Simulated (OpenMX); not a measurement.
KF (Carobbiite):

```
K F
1.0
     4.07034    0.00000    0.00000
     2.03517    3.52502    0.00000
     2.03517    1.17501    3.32342
K F
1 1
Direct
  0.00000 0.00000 0.00000
  0.50000 0.50000 0.50000
```

The cell isn't the ideal one: volume scaled by 1.25.

| Quantity | Value |
| --- | --- |
| Program | OpenMX 3.8.5 |
| Task | relaxation of cell and atoms |
| Functional | PBE |
| Dispersion | D4 |
| Potentials or basis | OpenMX 2013 PBE set, K10.0-s3p2d1, F6.0-s2p2d1, grid cutoff 400 Ry |
| k mesh | 7 × 7 × 7 |
| Occupations | fermi-dirac, width 0.05 eV |
| Spin | no spin polarisation |

At the start: pressure -3.9 GPa; volume 23.84 Å³/atom.

**Question.** Where does the relaxation end?

**Answer.** Over 5 steps the energy falls by 66.5 meV/atom and the volume is 19.52 Å³/atom (-18.1 %); space group Fm-3m (No. 225, to 0.05 Å).

The path:
| step | energy change (eV) | largest force (eV/Å) | pressure (GPa) | volume (Å³) |
| --- | --- | --- | --- | --- |
| 1 | 0.0000 | 0.0000 | -3.91 | 47.68 |
| 2 | -0.0142 | 0.0000 | -3.79 | 47.09 |
| 3 | -0.1047 | 0.0000 | 3.12 | 35.85 |
| 4 | -0.1313 | 0.0000 | -0.65 | 39.82 |
| 5 | -0.1329 | 0.0000 | -0.05 | 39.04 |

Final structure:
```xyz
2
Lattice="3.8124 0.0014 0.0010 1.9075 3.2984 0.0026 1.9075 1.1019 3.1064" Properties=species:S:1:pos:R:3 pbc="T T T"
K     0.0000    0.0000    0.0000
F     3.8137    2.2009    1.5550
```

Caveat: volumes in these bases differ from converged ones by about 1 %, for some elements by several; the basis of atomic orbitals isn't converged, which shifts pressures, moduli and gaps.
